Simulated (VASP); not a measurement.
## Br2: single point with PBEsol

Br2, in a box:

```
Br
1.0
    12.47229    0.00000    0.00000
     0.00000   12.97229    0.00000
     0.00000    0.00000   13.47229
Br
2
Direct
  0.50785 0.46031 0.57320
  0.49198 0.54837 0.42519
```

| Quantity | Value |
| --- | --- |
| Program | VASP 6.6.1 |
| Task | single point |
| Functional | PBEsol |
| Potentials or basis | VASP PAW PBE potentials, release 64 (Br) |
| Cutoff | 400 eV |
| k mesh | 1 × 1 × 1 |
| Occupations | gaussian, width 0.01 eV |
| Spin | no spin polarisation |
| Further INCAR settings | ALGO = Fast; EDIFF = 1e-06; ISYM = 0 |

```
Largest force                   : 0.302 eV/Å
Gap between the frontier levels : 2.18 eV
```

Forces on the atoms (eV/Å):
```
Br  -0.026  0.149 -0.261
Br   0.026 -0.149  0.261
```

Levels at points of the mesh, in eV from the valence-band top:
```
           k point  band 3  band 4  band 5  band 6  band 7  band 8  band 9  band 10  band 11  band 12
(0.00, 0.00, 0.00)   -4.03   -2.01   -2.01    0.00    0.00    2.18    6.29     7.20     7.25     7.39
```

Run time: 19 s on 4 MPI ranks on Intel(R) Xeon(R) 6975P-C (Granite Rapids), on a shared host, peak memory 0.42 GiB a rank.

Caveat: the PAW data sets were made with another functional, which shifts forces and pressure a little. As with any semilocal functional, this PBEsol gap is likely too small.
